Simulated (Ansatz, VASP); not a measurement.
# Two plane-wave programs on CdS

File POSCAR:

```
CdS
1.0
    0.0000000000      2.7042729036      2.7042729036
    2.7042729036      0.0000000000      2.7042729036
    2.7042729036      2.7042729036      0.0000000000
Cd S
1 1
Direct
   -0.0084923707      0.0084923707      0.0084923707
    0.5297773349      0.4702226651      0.4702226651
```

File INCAR.step1:

```
SYSTEM = CdS
PREC = Accurate
ENCUT = 520
ISMEAR = 0
SIGMA = 0.05
LREAL = .FALSE.
LASPH = .TRUE.
NELM = 80
NBANDS = 16
GGA = PE
ALGO = Normal
EDIFF = 1E-4
LWAVE = .TRUE.
LCHARG = .FALSE.
```

Contents of INCAR.step2:

```
SYSTEM = CdS
PREC = Accurate
ENCUT = 520
EDIFF = 1E-6
ISMEAR = 0
SIGMA = 0.05
LREAL = .FALSE.
LASPH = .TRUE.
NELM = 80
ALGO = Normal
ISIF = 2
LWAVE = .FALSE.
LCHARG = .FALSE.
METAGGA = R2SCAN
LMIXTAU = .TRUE.
NBANDS = 16
ISTART = 1
```

The input KPOINTS:

```
regular mesh
0
G
  8 8 8
  0 0 0
```

Input for Ansatz:

```yaml
crystal:
  lattice:
    - [0.0, 2.7042729036, 2.7042729036]
    - [2.7042729036, 0.0, 2.7042729036]
    - [2.7042729036, 2.7042729036, 0.0]
  atoms:
    - { symbol: Cd, position: [-0.0084923707, 0.0084923707, 0.0084923707] }
    - { symbol: S, position: [0.5297773349, 0.4702226651, 0.4702226651] }
basis:
  ecutwfc: 500
kpoints:
  mp_grid: { grid: [8, 8, 8] }
hamiltonian:
  xc: r2scan
scf:
  occupations: { method: gaussian, width: 0.05 }
output:
  forces: true
  stress: true
  eigenvalues: true
  write_density: true
  write_potential: true
  elf: true
  volumetric_format: npy
```

Change from the starting cell: mode 4 frozen in at -0.162 Å, equal normal strain along x, y and z -0.0083.

Alike in both runs: task single point; functional r2SCAN; k mesh 8 × 8 × 8; occupations gaussian, width 0.05 eV; no spin polarisation.

|  | VASP | Ansatz |
| --- | --- | --- |
| version | VASP 6.6.1 | Ansatz 0.2.0 |
| potentials or method | VASP PAW PBE potentials, release 64 (Cd, S) | scalar-relativistic, plane waves, PAW |
| plane-wave cutoff (eV) | 520 | 500 |
| valence electrons in the cell | 18 | 26 |

Ansatz gave:

| Property | Result |
| --- | --- |
| gap on the k mesh at the Fermi level (eV) | 0.84 |
| least direct gap on the mesh (eV) | 2.51 |
| pressure (GPa) | 3.6 |
| largest component of the traceless stress (GPa) | 3.42 |
| rms of the force components (eV/Å) | 0.354 |

Question: Estimate VASP's values.

Answer: gap on the k mesh at the Fermi level (eV): 0.82; least direct gap on the mesh (eV): 2.47; pressure (GPa): 4.1; largest component of the traceless stress (GPa): 3.51; rms of the force components (eV/Å): 0.367.

Atom by atom the forces differ by 0.013 eV/Å (rms over components). The functional is the same, so the differences come from potentials, cutoffs and numerics. The two sets of potentials don't hold the same shells in valence.

Caveats: the PAW data sets were made with another functional, which shifts forces and pressure a little (VASP). A k mesh can miss the band edges.
